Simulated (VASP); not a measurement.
# FeGe23 (a cell with a defect) in VASP: notebook, part 2 of 2

VASP 6.6.1. Earlier steps stand in the parts before.

**4. Single point, PBEsol+U, collinear spin, ferromagnetic start**

INCAR

```
ALGO = All ; EDIFF = 1E-5
ENCUT = 350 ; GGA = PS
ISIF = 2 ; ISMEAR = 0
ISPIN = 2 ; ISYM = 0
KPAR = 2 ; LASPH = True
LCHARG = False ; LDAU = True
LDAUJ = 0 0 ; LDAUL = 2 -1
LDAUPRINT = 1 ; LDAUTYPE = 2
LDAUU = 4 0 ; LMAXMIX = 4
LORBIT = 11 ; LREAL = Auto
LWAVE = False ; MAGMOM = 4 0 0 0 0 0 0 0 0 0 0 0 0 0 0 0 0 0 0 0 0 0 0 0
NBANDS = 187 ; NELM = 120
PREC = Accurate ; SIGMA = 0.03
```

KPOINTS

```
k-points
0
Gamma
  2 2 2
```

POSCAR

```
FeGe23
1.0
    0.0000000000      8.4863100000      8.4863100000
    5.6575400000      0.0000000000      5.6575400000
    5.6575400000      5.6575400000      0.0000000000
Fe Ge
1 23
Direct
    0.0000000000      0.0000000000      0.0000000000
    0.0000000000      0.0000000000      0.5000000000
    0.0000000000      0.5000000000      0.0000000000
    0.0000000000      0.5000000000      0.5000000000
    0.3333330000      0.0000000000      0.0000000000
    0.3333330000      0.0000000000      0.5000000000
    0.3333330000      0.5000000000      0.0000000000
    0.3333330000      0.5000000000      0.5000000000
    0.6666670000      0.0000000000      0.0000000000
    0.6666670000      0.0000000000      0.5000000000
    0.6666670000      0.5000000000      0.0000000000
    0.6666670000      0.5000000000      0.5000000000
    0.0833333333      0.1250000000      0.1250000000
    0.0833333333      0.1250000000      0.6250000000
    0.0833333333      0.6250000000      0.1250000000
    0.0833333333      0.6250000000      0.6250000000
    0.4166663333      0.1250000000      0.1250000000
    0.4166663333      0.1250000000      0.6250000000
    0.4166663333      0.6250000000      0.1250000000
    0.4166663333      0.6250000000      0.6250000000
    0.7500003333      0.1250000000      0.1250000000
    0.7500003333      0.1250000000      0.6250000000
    0.7500003333      0.6250000000      0.1250000000
    0.7500003333      0.6250000000      0.6250000000
```

Command:

```bash
> cat potpaw_PBE.64/Fe/POTCAR potpaw_PBE.64/Ge_d/POTCAR > POTCAR
> mpirun -np 4 vasp_std > vasp.out
```

Run time: 23 min. Hardware: 4 MPI ranks of AMD EPYC 9R45 (Zen 5), shared host; peak memory 0.97 GiB.

It converged, with:

* Free energy: -116.6850 eV
* Largest force: 0.422 eV/Å
* Band gap on the k mesh: none (metal or under the smearing width)
* Net moment: 2.75 μB per cell
* Site moments: Fe +2.99; Ge -0.00, +0.00, -0.01, -0.06, -0.05 μB
* Valence electrons inside the program's atomic spheres: Fe 7.01; Ge 12.40, 12.41, 12.39, 12.42

Forces on the atoms (eV/Å):
```
Fe   0.101 -0.050 -0.047
Ge  -0.028 -0.040 -0.138
Ge  -0.028 -0.139 -0.040
Ge   0.140 -0.006 -0.006
Ge   0.122 -0.063 -0.063
Ge   0.010 -0.109  0.021
Ge   0.010  0.021 -0.109
Ge  -0.068 -0.002 -0.002
Ge   0.112  0.040  0.040
Ge  -0.043 -0.148  0.038
Ge  -0.043  0.038 -0.148
Ge  -0.075  0.036  0.036
Ge  -0.256 -0.034 -0.034
Ge   0.019  0.296 -0.030
Ge   0.020 -0.028  0.295
Ge   0.035  0.015  0.015
Ge  -0.134  0.008  0.008
Ge   0.087  0.076 -0.048
Ge   0.087 -0.047  0.076
Ge   0.012 -0.012 -0.012
Ge  -0.266  0.231  0.232
Ge   0.045  0.014 -0.083
Ge   0.045 -0.083  0.014
Ge   0.096 -0.014 -0.015
```

Levels at points of the mesh, in eV from the Fermi level:
Spin up:
| k point | band 164 | band 165 | band 166 | band 167 | band 168 | band 169 |
| --- | --- | --- | --- | --- | --- | --- |
| (0.00, 0.00, 0.00) | -0.21 | -0.20 | 0.33 | 0.53 | 0.65 | 0.69 |
| (0.50, 0.00, 0.00) | -0.55 | -0.16 | -0.16 | 0.49 | 0.63 | 0.85 |
| (0.00, 0.50, 0.00) | -0.84 | -0.59 | -0.58 | 0.32 | 0.47 | 0.90 |
| (0.00, 0.00, 0.50) | -0.84 | -0.59 | -0.58 | 0.32 | 0.47 | 0.90 |
| (0.50, 0.00, 0.50) | -1.23 | -1.12 | -0.74 | -0.30 | 0.35 | 1.62 |
| (0.50, 0.50, 0.00) | -1.23 | -1.12 | -0.74 | -0.30 | 0.35 | 1.62 |
| (0.00, 0.50, 0.50) | -1.15 | -0.99 | -0.51 | -0.09 | 0.49 | 1.31 |
| (0.50, 0.50, 0.50) | -1.04 | -0.85 | -0.75 | -0.11 | 0.28 | 1.60 |
Spin down:
| k point | band 162 | band 163 | band 164 | band 165 | band 166 | band 167 |
| --- | --- | --- | --- | --- | --- | --- |
| (0.00, 0.00, 0.00) | -0.12 | 0.09 | 0.33 | 0.56 | 0.65 | 0.68 |
| (0.50, 0.00, 0.00) | -0.16 | -0.16 | 0.43 | 0.63 | 0.71 | 0.90 |
| (0.00, 0.50, 0.00) | -0.57 | -0.36 | -0.17 | 0.84 | 0.89 | 1.19 |
| (0.00, 0.00, 0.50) | -0.57 | -0.36 | -0.17 | 0.84 | 0.89 | 1.19 |
| (0.50, 0.00, 0.50) | -0.80 | -0.79 | -0.38 | 0.76 | 1.30 | 1.59 |
| (0.50, 0.50, 0.00) | -0.80 | -0.79 | -0.38 | 0.76 | 1.30 | 1.59 |
| (0.00, 0.50, 0.50) | -0.68 | -0.54 | -0.16 | 0.87 | 1.17 | 1.30 |
| (0.50, 0.50, 0.50) | -0.78 | -0.63 | -0.42 | 0.70 | 1.25 | 1.61 |

Eigenvalues of the final occupation matrices:
```csv
site,spin,trace,eigenvalues
site 1 d,1,4.58,0.89 0.90 0.93 0.93 0.93
site 1 d,2,1.64,0.02 0.02 0.14 0.73 0.73
```

Caveat: the k mesh is coarse (spacing up to 0.48 Å⁻¹), so the values aren't converged; the PAW data sets were made with another functional, which shifts forces and pressure a little; the U is typed as a test and isn't derived for this compound.

**5. Single point, PBEsol+U, collinear spin, ferromagnetic start**

INCAR

```
ALGO = Normal ; EDIFF = 1E-5
ENCUT = 350 ; GGA = PS
ISIF = 2 ; ISMEAR = 0
ISPIN = 2 ; KPAR = 2
LASPH = True ; LCHARG = False
LDAU = True ; LDAUJ = 0 0
LDAUL = 2 -1 ; LDAUPRINT = 1
LDAUTYPE = 2 ; LDAUU = 4 0
LMAXMIX = 4 ; LORBIT = 11
LREAL = Auto ; LWAVE = False
MAGMOM = 4 0 0 0 0 0 0 0 0 0 0 0 0 0 0 0 0 0 0 0 0 0 0 0 ; NBANDS = 187
NELM = 120 ; NUPDOWN = 4
PREC = Accurate ; SIGMA = 0.03
```

KPOINTS is that of step 4.

POSCAR is that of step 4.

Command:

```bash
> cat potpaw_PBE.64/Fe/POTCAR potpaw_PBE.64/Ge_d/POTCAR > POTCAR
> mpirun -np 4 vasp_std > vasp.out
```

Run time: 9.9 min. Hardware: 4 MPI ranks of AMD EPYC 9R45 (Zen 5), shared host; peak memory 0.53 GiB.

It converged, with:

```
Free energy                                           : -116.4788 eV
Largest force                                         : 0.378 eV/Å
Net moment                                            : 4.00 μB per cell
Site moments                                          : Fe +3.36; Ge +0.01, -0.00, +0.03, +0.02, -0.03, +0.00 μB
Valence electrons inside the program's atomic spheres : Fe 6.93; Ge 12.40, 12.41, 12.42
```

Forces in eV/Å, atoms in the order of the input:
```
Fe  -0.058 -0.139 -0.139
Ge  -0.026 -0.039 -0.020
Ge  -0.026 -0.020 -0.039
Ge  -0.118 -0.015 -0.015
Ge   0.157 -0.102 -0.102
Ge   0.054 -0.175 -0.014
Ge   0.054 -0.014 -0.175
Ge   0.030 -0.042 -0.042
Ge   0.151 -0.042 -0.042
Ge   0.030 -0.204 -0.012
Ge   0.030 -0.012 -0.204
Ge   0.009 -0.018 -0.018
Ge  -0.120 -0.002 -0.002
Ge   0.163  0.257 -0.023
Ge   0.163 -0.023  0.257
Ge   0.019 -0.005 -0.005
Ge  -0.193  0.105  0.105
Ge  -0.022  0.110 -0.003
Ge  -0.022 -0.003  0.110
Ge  -0.053  0.046  0.046
Ge  -0.164  0.241  0.241
Ge  -0.035  0.066 -0.017
Ge  -0.035 -0.017  0.066
Ge   0.011  0.047  0.047
```

Eigenvalues of the final occupation matrices:
```
    site  spin  trace               eigenvalues
site 1 d     1   4.67  0.92 0.93 0.94 0.94 0.94
site 1 d     2   1.43  0.02 0.02 0.24 0.40 0.75
```

Caveat: the k mesh is coarse (spacing up to 0.48 Å⁻¹), so the values aren't converged; the PAW data sets were made with another functional, which shifts forces and pressure a little; the total moment is fixed, so each spin has its own Fermi level; the U is typed as a test and isn't derived for this compound. The state reached can hang on the start; a lower one may exist.

**6. Single point, PBEsol+U, collinear spin, ferromagnetic start**

Changes to INCAR since step 5:

```diff
@@ -10,4 +10,4 @@
 LREAL = Auto ; LWAVE = False
-MAGMOM = 4 0 0 0 0 0 0 0 0 0 0 0 0 0 0 0 0 0 0 0 0 0 0 0 ; NBANDS = 187
-NELM = 120 ; NUPDOWN = 4
+MAGMOM = 2 0 0 0 0 0 0 0 0 0 0 0 0 0 0 0 0 0 0 0 0 0 0 0 ; NBANDS = 187
+NELM = 120 ; NUPDOWN = 2
 PREC = Accurate ; SIGMA = 0.03
```

KPOINTS is that of step 5.

POSCAR is that of step 5.

Potentials or basis: VASP PAW PBE potentials, release 64 (Fe, Ge_d).

Command:

```bash
> cat potpaw_PBE.64/Fe/POTCAR potpaw_PBE.64/Ge_d/POTCAR > POTCAR
> mpirun -np 4 vasp_std > vasp.out
```

OUTCAR:

```text
EDIFF = 1E-5
   ENCUT = 350
   GGA = PS
   ISIF = 2
   ISMEAR = 0
   ISPIN = 2
   LASPH = True
   LORBIT = 11
   LREAL = Auto
   NELM = 120
   NUPDOWN = 2
   PREC = Accurate

 ion  position               nearest neighbor table
   1  0.000  0.000  0.000-  21 2.45  13 2.45  15 2.45  14 2.45
   2  0.000  0.000  0.500-  22 2.45  14 2.45  16 2.45  13 2.45
   3  0.000  0.500  0.000-  23 2.45  15 2.45  16 2.45  13 2.45
   4  0.000  0.500  0.500-  24 2.45  16 2.45  14 2.45  15 2.45
   5  0.333  0.000  0.000-  13 2.45  17 2.45  18 2.45  19 2.45
   6  0.333  0.000  0.500-  14 2.45  18 2.45  17 2.45  20 2.45
[... 16 lines left out ...]
  23  0.750  0.625  0.125-   3 2.45  11 2.45   9 2.45  12 2.45
  24  0.750  0.625  0.625-   4 2.45  12 2.45  11 2.45  10 2.45

  LATTYP: Found a face centered orthorhombic cell.
 ALAT       =     8.0009697977
 B/A-ratio  =     1.7320508076
[... 2458 lines left out ...]
      0.00000      2.82877      2.82877         0.025783     -0.022521     -0.022521
      2.82877      5.65754      2.82877         0.016800     -0.078151     -0.021310
[... 16 lines left out ...]
      4.24315      7.07193      9.90070         0.009686      0.012120      0.031777
      7.07193      9.90070      9.90070        -0.001012      0.024078      0.024078
 -----------------------------------------------------------------------------------
    total drift:                                0.001137     -0.000444     -0.000445

  FREE ENERGIE OF THE ION-ELECTRON SYSTEM (eV)
  ---------------------------------------------------
  free  energy   TOTEN  =      -115.9460608269 eV

  energy  without entropy=     -115.9349918697  energy(sigma->0) =     -115.94052635

 total charge

# of ion       s       p       d       tot
------------------------------------------
    1        0.466   0.353   6.105   6.924
    2        1.132   1.248  10.022  12.403
    3        1.132   1.248  10.022  12.403
    4        1.132   1.249  10.022  12.403
    5        1.129   1.258  10.022  12.408
    6        1.128   1.262  10.021  12.411
[... 16 lines left out ...]
   23        1.120   1.269  10.022  12.411
   24        1.122   1.269  10.022  12.412
--------------------------------------------------
tot         26.426  29.274 236.594 292.294

 magnetization (x)

# of ion       s       p       d       tot
------------------------------------------
    1        0.030  -0.002   3.179   3.208
    2       -0.005  -0.011  -0.003  -0.019
    3       -0.005  -0.011  -0.003  -0.019
    4       -0.006  -0.012  -0.003  -0.021
    5       -0.001  -0.020  -0.003  -0.024
    6       -0.008  -0.011  -0.003  -0.022
[... 16 lines left out ...]
   23       -0.004  -0.014  -0.002  -0.019
   24       -0.008  -0.015  -0.002  -0.025
--------------------------------------------------
tot         -0.087  -0.645   3.130   2.399
```

stdout:

```text
POSCAR found type information on POSCAR FeGe
 POSCAR found :  2 types and      24 ions
 scaLAPACK will be used
 -----------------------------------------------------------------------------
|                                                                             |
|                                                                             |
|     You enforced a specific xc type in the INCAR file but a different       |
[... 20 lines left out ...]
 -----------------------------------------------------------------------------

 POSCAR, INCAR and KPOINTS ok, starting setup
 FFT: planning ... GRIDC
 FFT: planning ... GRID_SOFT
 FFT: planning ... GRID
 WAVECAR not read
 entering main loop
```

It took 16 min on 4 MPI ranks of AMD EPYC 9R45 (Zen 5), shared host; peak memory 0.54 GiB.

What came out:

```
Free energy                                           : -115.9461 eV
Largest force                                         : 0.429 eV/Å
Net moment                                            : 2.00 μB per cell
Site moments                                          : Fe +3.21; Ge -0.02, -0.12, -0.11, -0.04, -0.08, -0.03 μB
Valence electrons inside the program's atomic spheres : Fe 6.92; Ge 12.40, 12.41
```

Forces in eV/Å, atoms in the order of the input:
```
Fe   0.091 -0.090 -0.090
Ge  -0.018  0.025 -0.072
Ge  -0.018 -0.072  0.025
Ge   0.073  0.004  0.004
Ge   0.026 -0.023 -0.023
Ge   0.017 -0.078 -0.021
Ge   0.017 -0.021 -0.078
Ge  -0.002 -0.023 -0.023
Ge  -0.051  0.041  0.041
Ge   0.012 -0.063 -0.035
Ge   0.012 -0.035 -0.063
Ge   0.009 -0.027 -0.027
Ge  -0.281 -0.191 -0.191
Ge   0.148  0.358 -0.184
Ge   0.148 -0.184  0.358
Ge   0.020 -0.003 -0.003
Ge  -0.038  0.033  0.033
Ge   0.028  0.014  0.012
Ge   0.028  0.012  0.014
Ge  -0.029  0.030  0.030
Ge  -0.210  0.226  0.226
Ge   0.010  0.032  0.012
Ge   0.010  0.012  0.032
Ge  -0.001  0.024  0.024
```

Eigenvalues of the final occupation matrices:
```csv
site,spin,trace,eigenvalues
site 1 d,1,4.65,0.92 0.92 0.93 0.94 0.94
site 1 d,2,1.47,0.27 0.28 0.29 0.30 0.33
```

Caveat: the k mesh is coarse (spacing up to 0.48 Å⁻¹), so the values aren't converged; the PAW data sets were made with another functional, which shifts forces and pressure a little; the total moment is fixed, so each spin has its own Fermi level; the U is typed as a test and isn't derived for this compound.

**7. The runs side by side**

```tsv
fixed moment (μB)	moment (μB)	largest force (eV/Å)
-	2.75	0.42
4	4.00	0.38
2	2.00	0.43
```

Alike in all rows: task single point; level PBEsol+U; potentials or basis VASP PAW PBE potentials, release 64 (Fe, Ge_d); spin collinear, ferromagnetic start; Fe d U = 4 eV; cell as given; k mesh 2 × 2 × 2; cutoff (eV) 350; smearing gaussian 0.03 eV; the mesh is coarse, so values aren't converged.

Caveats: all runs use coarse meshes; the PAW data sets were made with another functional, which shifts forces and pressure a little; the U is typed as a test and isn't derived for this compound; the total moment is fixed, so each spin has its own Fermi level (some runs).

Absolute energies hang on the potentials; compare differences alone.
